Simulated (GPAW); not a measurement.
A run of GPAW 26.7.0:

run.py

```python
from ase import Atoms
from ase.eos import EquationOfState
from ase.io import Trajectory
from ase.units import GPa
from ase.parallel import parprint
from gpaw import GPAW, PW, setup_paths

setup_paths.insert(0, '.')

atoms = Atoms(['Zn', 'Zn', 'O', 'O'],
              cell=[[3.249308, 0.0, 0.0],
                    [-1.624654, 2.8139832727, 0.0],
                    [0.0, 0.0, 5.205709]],
              scaled_positions=[[0.6666666667, 0.3333333333, 0.0],
                                [0.3333333333, 0.6666666667, 0.5],
                                [0.3333333333, 0.6666666667, 0.87901],
                                [0.6666666667, 0.3333333333, 0.37901]],
              pbc=True)

traj = Trajectory('eos.traj', 'w')
volumes, energies = [], []
for x in [0.94, 0.96, 0.98, 1.0, 1.02, 1.04, 1.06]:
    a = atoms.copy()
    a.set_cell(atoms.cell * x**(1 / 3), scale_atoms=True)
    calc = GPAW(mode=PW(800),
                xc='PBEsol',
                kpts={'size': (9, 9, 5), 'gamma': True},
                occupations={'name': 'fermi-dirac', 'width': 0.05},
                nbands=31,
                convergence={'density': 1e-05, 'energy': 1e-05},
                maxiter=150,
                txt=f'eos-{x:.2f}.txt')
    a.calc = calc
    energies.append(a.get_potential_energy(force_consistent=True))
    volumes.append(a.get_volume())
    p = -a.get_stress()[:3].mean() / GPa
    calc.write(f'eos-{x:.2f}.gpw')
    traj.write(a)
    parprint(f'{x:.2f} {volumes[-1]:10.4f} A^3 {energies[-1]:14.6f} eV {p:9.3f} GPa', flush=True)

v0, e0, B = EquationOfState(volumes, energies, eos='birchmurnaghan').fit()
parprint(f'V0 = {v0:.4f} A^3, E0 = {e0:.6f} eV, B0 = {B / GPa:.2f} GPa')
```

Potentials or basis: PAW data sets generated in the run's folder for this functional, pw.

Run with:

```console
$ gpaw-setup -f PBEsol O Zn
$ OMP_NUM_THREADS=1 mpirun -n 4 gpaw python run.py
```

Hardware: 4 MPI ranks on Arm Neoverse V2, on a shared host.

Question: Estimate the wall time of this run.

Answer: It took 2.4 min on 4 MPI ranks on Arm Neoverse V2, on a shared host, peak memory 0.37 GiB a rank. Counts: scf iterations 77, plane waves 2400, bands 31, k points 50.
